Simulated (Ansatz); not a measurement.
HfO2 (P2_1/c) from a database structure, relaxed with r2SCAN in the plane-wave code Ansatz: it is monoclinic, P2_1/c (No. 14); a = 5.114 Å, b = 5.181 Å, c = 5.295 Å, β = 99.5° in the conventional setting, 11.53 Å³ an atom. Hf is surrounded by 7 O at 2.04–2.25 Å; O is surrounded by 4 Hf at 2.14–2.25 Å; O is surrounded by 3 Hf at 2.04–2.14 Å. It was then strained (isotropic on every length), atoms relaxed again within the symmetry left. Unstrained, HSE06 gives 5.688 eV (Γ → Y₂, 4×4×4 mesh), and the band edges keep their places in every row. Stress is positive in compression. No spin polarisation and no zero-point or thermal motion.

Axes as in this cell:
```
CELL_PARAMETERS angstrom
5.11386 0.00000 0.00476
0.00000 5.18141 0.00000
-0.87469 0.00000 5.22228
ATOMIC_POSITIONS crystal
Hf 0.27619 0.45818 0.70819
Hf 0.72381 0.95818 0.79181
Hf 0.72381 0.54182 0.29181
Hf 0.27619 0.04182 0.20819
O 0.44793 0.74232 0.97851
O 0.55207 0.24232 0.52149
O 0.55207 0.25768 0.02149
O 0.44793 0.75768 0.47851
O 0.07015 0.33387 0.34395
O 0.92985 0.83387 0.15605
O 0.92985 0.66613 0.65605
O 0.07015 0.16613 0.84395
```

```csv
strain (%),ln(V/V₀),"ΔE_g, HSE06 (eV)","Δpressure, r2SCAN (GPa)"
-1.0,-0.0302,+0.054,+6.63
+2.0,+0.0594,+0.019,-11.50
+3.0,+0.0887,+0.119,-15.22
```

Question: Fit ΔE_g = a x + b x² to these rows by least squares, with x = ln(V/V₀).

Answer: The normal equations take Σx² = 1.231e-02, Σx³ = 8.799e-04, Σx⁴ = 7.518e-05, ΣxΔE = 1.005e-02 and Σx²ΔE = 1.053e-03, and give a = -1.13 eV, b = +27.2 eV; the largest residual is 0.010 eV. a is the volume deformation potential of this gap.

Question: Fit the change of pressure in the same way.

Answer: Δpressure = -212.8 x + (439) x² GPa. So B₀ = 212.8 GPa and B′ ≈ 2 × 439/212.8 = 4.1; two terms over so wide a range bias B₀ by a few per cent and B′ by more; the gap's pressure coefficient at zero is −a/B₀ = +5 meV/GPa, with HSE06's a and r2SCAN's B₀. With the axis ratios held, these aren't quite the hydrostatic values.

Question: Predict the withheld row at +1.0 % (x = +0.0299).

Answer: ΔE_g ≈ -1.13 × (+0.0299) + (27.2) × (+0.0299)² = -0.009 eV, and Δpressure ≈ -5.97 GPa. The runs give -0.003 eV and -6.20 GPa, off by +0.006 eV and -0.23 GPa.

No spin-orbit coupling is included; it can move band edges with weight on the heavy atoms by tenths of an eV.

The meshes of the hybrids are coarse, so their gaps aren't converged to the digits shown.
